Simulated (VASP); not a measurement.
## A VASP 6.6.1 single-point calculation on NaH

INCAR

```
ALGO = Damped
LWAVE = .FALSE.
LCHARG = .FALSE.
ISMEAR = -1
EDIFF = 1E-7
NBANDS = 16
ENCUT = 520
GGA = PE
IVDW = 21
LREAL = .TRUE.
SIGMA = 0.02
LASPH = .TRUE.
IBRION = -1
NELM = 120
ISIF = 2
TIME = 0.4
PREC = Accurate
NSW = 0
```

KPOINTS

```
KPOINTS created by Atomic Simulation Environment
0
Gamma
12 12 4
0 0 0
```

POSCAR

```
Na H
 1.0000000000000000
     3.2700352224183038    0.0000000000000000    0.0000000000000000
    -1.6350176112091519    2.8319335738841485    0.0000000000000000
     0.0000000000000000    0.0000000000000000    5.7446556689000001
 Na  H
   2   2
Cartesian
  0.0000000000000000  0.0000000000000000  0.0000000000000000
  0.0000000000000000  0.0000000000000000  2.8723278344499996
 -0.0000000000000001  1.8879557159227651  1.4361639172249998
  1.6350176112091515  0.9439778579613826  4.3084917516749988
```

The recommended PBE PAW datasets give the neutral cell 16 valence electrons.

Command

```
mpirun -np 1 vasp_std
```

Q: How does this run end, and what does it give?

A: It converged. Results: gap between bands v and c on the k mesh 3.48 eV; least direct gap on the k mesh 4.60 eV; pressure -1.2 GPa. Band v is the last that the valence electrons fill when counted band by band, and c is the next.

OSZICAR

```
N       E                     dE             d eps       ncg     rms           ort
DAV:   1     0.177916651353E+03    0.17792E+03   -0.77358E+03   912   0.128E+03
DAV:   2     0.336621821924E+02   -0.14425E+03   -0.13935E+03   912   0.354E+02
DAV:   3    -0.112085824852E+01   -0.34783E+02   -0.33900E+02   912   0.170E+02
DAV:   4    -0.909481992541E+01   -0.79740E+01   -0.79011E+01   912   0.857E+01
DAV:   5    -0.107901889139E+02   -0.16954E+01   -0.16868E+01   912   0.330E+01
SDA:   6    -0.949135137238E+01    0.12988E+01   -0.45629E+00   912   0.114E+01   0.000E+00
DMP:   7    -0.981574806846E+01   -0.32440E+00   -0.19391E+00   912   0.299E+00   0.487E+00
DMP:   8    -0.993444628904E+01   -0.11870E+00   -0.40430E-01   912   0.576E-01   0.114E+00
DMP:   9    -0.995567754648E+01   -0.21231E-01   -0.14405E-01   912   0.337E-01   0.612E-02
DMP:  10    -0.996491202405E+01   -0.92345E-02   -0.81238E-02   912   0.164E-01   0.102E-01
DMP:  11    -0.997046513930E+01   -0.55531E-02   -0.34401E-02   912   0.577E-02   0.740E-02
DMP:  12    -0.997256995970E+01   -0.21048E-02   -0.78490E-03   912   0.124E-02   0.189E-02
DMP:  13    -0.997294301050E+01   -0.37305E-03   -0.17490E-03   912   0.480E-03  -0.111E-03
DMP:  14    -0.997301992053E+01   -0.76910E-04   -0.10701E-03   912   0.289E-03  -0.575E-04
DMP:  15    -0.997309135328E+01   -0.71433E-04   -0.68287E-04   912   0.137E-03   0.893E-04
DMP:  16    -0.997313569500E+01   -0.44342E-04   -0.23793E-04   912   0.394E-04   0.525E-04
DMP:  17    -0.997315007891E+01   -0.14384E-04   -0.88698E-05   912   0.170E-04   0.135E-04
DMP:  18    -0.997315600211E+01   -0.59232E-05   -0.40300E-05   912   0.718E-05   0.759E-05
DMP:  19    -0.997315864570E+01   -0.26436E-05   -0.12868E-05   912   0.205E-05   0.305E-05
DMP:  20    -0.997315938530E+01   -0.73960E-06   -0.31778E-06   912   0.600E-06   0.508E-06
DMP:  21    -0.997315953062E+01   -0.14533E-06   -0.11581E-06   912   0.284E-06   0.132E-07
DMP:  22    -0.997315959481E+01   -0.64182E-07   -0.67152E-07   912   0.143E-06   0.642E-07
   1 F= -.10145414E+02 E0= -.10145414E+02  d E =-.544473E-12
```

For comparison, a separate PBE run of the intended cell, on usual settings and not on those above, gives a gap of 3.48 eV on its mesh and a pressure of 1.7 GPa.
